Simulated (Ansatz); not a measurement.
A one-shot G0W0 calculation of MgO (rocksalt) with Ansatz, at the level G0W0@PBE with 101 empty bands, a screening cutoff of 180 eV and an 8×8×8 mesh, norm-conserving potentials. Cell and atoms come from a relaxation with r2SCAN.

input.yaml:
```yaml
crystal:
  lattice:
    - [0.0, 2.1021674155, 2.1021674155]
    - [2.1021674155, 0.0, 2.1021674155]
    - [2.1021674155, 2.1021674155, 0.0]
  atoms:
    - { symbol: Mg, position: [0.0, 0.0, 0.0] }
    - { symbol: O, position: [0.5, 0.5, 0.5] }
kpoints:
  mp_grid: { grid: [8, 8, 8] }
hamiltonian:
  xc: pbe
  pseudopotentials: { kind: nc }
scf:
  occupations: { method: fixed }
gw:
  n_empty_bands: 101
  ecut_chi: 180
  qp_bands: [v2, c2]
  qp_kpoints: band_edges
  screening: { model: contour_deformation }
```

Wall time 3.1 min on 1 × NVIDIA H100 80GB HBM3 with 2 threads of AMD EPYC 7R13 Processor (Zen 3), on a shared host, load about 2.6 per core; peak host memory 1.4 GiB.

Main lines of the log:
```
Pseudopotential: Mg, nc, valence charge 10, recommended cutoff 1142.878222 eV (normal)
Pseudopotential: O, nc, valence charge 6, recommended cutoff 1240 eV (normal)
Functional definition: PBE
Crystal: 2 atoms, lattice volume = 18.579 Å³
Basis set: ecut = 1240 eV, 1837 PW (Γ)
Bands: 12, of which v1, the nominal top of the filled ones, is band 8 counted from 1 (7 counted from 0)
Symmetry: 48 space group operations
Space group: Fm-3m (ITA 225)
k-points: 29 of 512
preconditioner: auto → none  [insulator: Δε(μ)=4.572 eV  ℏωp=24.4 eV]
Free energy (F): -2083.382401 eV
Fermi energy:    8.114043 eV
--- G₀W₀: contour deformation, 6 samples at zero and on the imaginary axis and 4 off it, 512 q-points, 101 empty bands' worth ---
    ik  band        ε_KS         Σx   Σc(E_QP)       V_xc       Z   E_QP_lin       E_QP  E_QP is
     0     7      8.1140   -26.4656     4.0479   -20.9508  0.7899     6.6277     6.6472  root
     0     8      8.1140   -26.4656     4.0479   -20.9508  0.7899     6.6277     6.6472  root
     0     9     12.9160   -10.1143    -3.7017   -14.8390  0.8472    13.9444    13.9390  root
     0    10     23.9680    -3.6978    -4.9212    -9.6312  0.8366    24.9912    24.9802  root
     1     7      8.0107   -26.3604     4.0729   -20.8005  0.7895     6.5033     6.5238  root
     1     8      8.0107   -26.3604     4.0729   -20.8005  0.7895     6.5033     6.5238  root
     1     9     13.8258   -10.9089    -3.6864   -15.6923  0.8401    14.9294    14.9228  root
     1    10     22.2823    -4.0918    -4.8887    -9.9522  0.8337    23.2641    23.2539  root
     2     7      7.7725   -26.1298     4.1283   -20.4710  0.7886     6.2197     6.2421  root
     2     8      7.7725   -26.1298     4.1283   -20.4710  0.7886     6.2197     6.2421  root
     2     9     15.2684   -10.1874    -3.9911   -15.3683  0.8369    16.4673    16.4582  root
     2    10     20.7360    -6.1132    -4.8601   -12.1328  0.8268    21.9082    21.8955  root
     3     7      7.5482   -25.9268     4.1782   -20.1806  0.7877     5.9561     5.9803  root
     3     8      7.5482   -25.9268     4.1782   -20.1806  0.7877     5.9561     5.9803  root
     3     9     15.9724    -7.9778    -4.1531   -13.2099  0.8454    17.0590    17.0513  root
     3    10     20.5493    -9.2638    -5.1349   -15.9122  0.8047    22.0878    22.0627  root
     4     7      7.4590   -25.8497     4.1977   -20.0698  0.7873     5.8519     5.8768  root
     4     8      7.4590   -25.8497     4.1977   -20.0698  0.7873     5.8519     5.8768  root
     4     9     16.0625    -7.0890    -4.1580   -12.2533  0.8502    17.0754    17.0688  root
     4    10     20.7831   -10.5755    -5.3571   -17.6082  0.7936    22.4940    22.4587  root
     5     7      7.8821   -26.2486     4.0914   -20.6474  0.7894     6.3510     6.3724  root
     5     8      7.8821   -26.2486     4.0914   -20.6474  0.7894     6.3510     6.3724  root
     5     9     14.1217   -11.1415    -3.7068   -15.9789  0.8377    15.2596    15.2524  root
     5    10     21.7732    -3.4758    -4.7785    -9.1390  0.8406    22.6653    22.6578  root
     6     7      7.6281   -25.9385     4.1278   -20.2590  0.7887     6.0531     6.0765  root
     6     8      7.6339   -26.0365     4.1439   -20.3393  0.7885     6.0572     6.0807  root
     6     9     15.4163   -10.9714    -3.9794   -16.2025  0.8322    16.6782    16.6679  root
     6    10     20.4311    -4.4908    -4.6853   -10.1381  0.8400    21.4015    21.3932  root
    10     7      7.1248   -25.4016     4.1817   -19.5921  0.7877     5.4699     5.4971  root
    10     8      7.6967   -26.0504     4.1522   -20.3542  0.7881     6.1297     6.1528  root
    10     9     16.2269   -10.0171    -4.1715   -15.4486  0.8328    17.4983    17.4870  root
    10    10     20.2420    -6.6066    -4.7952   -12.5949  0.8263    21.4489    21.4350  root
    11     7      7.5898   -25.9010     4.1239   -20.2185  0.7889     6.0076     6.0313  root
    11     8      7.9303   -26.2713     4.1001   -20.6683  0.7890     6.4062     6.4274  root
    11     9     14.9031   -11.0752    -3.8656   -16.1469  0.8343    16.1181    16.1091  root
    11    10     21.0588    -4.5688    -4.7737   -10.3314  0.8359    22.0569    22.0477  root
  […]
```

The points are ik 0 = (0, 0, 0) (Γ), ik 1 = (0, 0, 1/8), ik 2 = (0, 0, 1/4), ik 3 = (0, 0, 3/8), ik 4 = (0, 0, -1/2), ik 5 = (0, 1/8, 1/8), ik 6 = (0, 1/8, 1/4), ik 10 = (0, 1/8, -1/4), ik 11 = (0, 1/8, -1/8), ik 17 = (0, 3/8, 3/8), ik 18 = (0, 3/8, -1/2), ik 20 = (0, -1/2, -1/2); band 8 is the last filled one.

The quasiparticle gap on this mesh is 7.29 eV (direct at Γ), against 4.80 eV from PBE: +2.49 eV. Renormalisation factors Z lie between 0.78 and 0.86. The G0W0 figures hold for the stated bands, cutoff and mesh and aren't extrapolated.

Calculated for a static, non-magnetic cell.
